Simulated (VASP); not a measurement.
Input of a VASP 6.6.1 run:

The input INCAR:

```
SYSTEM = CdO
ALGO = Normal ; EDIFF = 1E-7
EDIFFG = -0.005 ; ENCUT = 600
GGA = PS ; IBRION = 2
ISIF = 3 ; ISMEAR = 0
KPAR = 4 ; LASPH = .True.
LCHARG = .False. ; LREAL = .False.
LWAVE = .False. ; NELM = 80
NSW = 90 ; PREC = Accurate
SIGMA = 0.03
```

Contents of KPOINTS:

```
k-points
0
Gamma
  12 12 12
  0 0 0
```

File POSCAR:

```
CdO                                     
1.0
   -0.0000000000      2.3523961157      2.3523961157
    2.3523961157     -0.0000000000      2.3523961157
    2.3523961157      2.3523961157      0.0000000000
  Cd              O             
     1     1
Direct
     0.0000000000000000    0.0000000000000000    0.0000000000000000
     0.5000000000000000    0.5000000000000000    0.5000000000000000
```

Potentials or basis: VASP PAW PBE potentials, release 64 (Cd, O).

Command:

```console
$ cat potpaw_PBE.64/Cd/POTCAR potpaw_PBE.64/O/POTCAR > POTCAR
$ mpirun -np 4 vasp_std > vasp.out
```

Estimate the band gap on the k mesh.

none (metal or under the smearing width).

Final structure:
```
Cd O
1.0
     0.00000    2.35240    2.35240
     2.35240    0.00000    2.35240
     2.35240    2.35240    0.00000
Cd O
1 1
Direct
  0.00000 0.00000 0.00000
  0.50000 0.50000 0.50000
```

Caveat: the relaxation stopped at its first step, so nothing moved; this crystal is a semiconductor, whose small gap the functional closes, so the metal is an error of the method.
